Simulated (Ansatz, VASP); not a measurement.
# Two plane-wave programs on Sb

```
Sb
1.0
     3.18643    0.00000    0.00000
     0.00000    3.18643    0.00000
     0.00000    0.00000    3.18643
Sb
1
Cartesian
  0.0000 0.0000 0.0000
```

Alike in both runs: task single point; functional PBE; k mesh 11 × 11 × 11; occupations fermi-dirac, width 0.1 eV; no spin polarisation.

```csv
,VASP,Ansatz
version,VASP 6.6.1,Ansatz 0.2.0
potentials or method,"VASP PAW PBE potentials, release 64 (Sb)","plane waves (420 eV) with PAW, scalar-relativistic"
plane-wave cutoff (eV),520,420
valence electrons in the cell,5,15
```

|  | VASP | Ansatz | Ansatz less VASP |
| --- | --- | --- | --- |
| pressure (GPa) | -3.2 | -3.1 | +0.05 |

With one functional, cell and mesh, what is left measures potentials, basis and numerics. The two sets of potentials don't hold the same shells in valence.

The runs have no spin-orbit coupling, so splittings on Sb are missing.
